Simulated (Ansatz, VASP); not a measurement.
# Cu: VASP beside Ansatz

```
CELL_PARAMETERS angstrom
0.00000 1.45995 1.45995
1.45995 0.00000 1.45995
1.45995 1.45995 0.00000
ATOMIC_POSITIONS crystal
Cu 0.00000 0.00000 0.00000
```

Change from the starting cell: volume scaled by 0.55, LAPW.

Alike in both runs: task single point; functional PBEsol; k mesh 18 × 18 × 18; occupations fermi-dirac, width 0.1 eV; no spin polarisation.

|  | VASP | Ansatz |
| --- | --- | --- |
| version | VASP 6.6.1 | Ansatz 0.2.0 |
| potentials or method | VASP PAW PBE potentials, release 64 (Cu), cutoff 520 eV | all-electron LAPW, scalar-relativistic |

|  | VASP | Ansatz | Ansatz less VASP |
| --- | --- | --- | --- |
| pressure (GPa) | 439.3 | 434.6 | -4.65 |

Ansatz ran all-electron here, so the differences hold the error of VASP's frozen core and of both bases.

Caveats: the cell as given lies far from equilibrium; so large a pressure means that the cell lies far from this level's equilibrium, or that cutoff or potentials fall short (VASP); the potentials were made for another functional, which shifts forces and pressure (VASP).
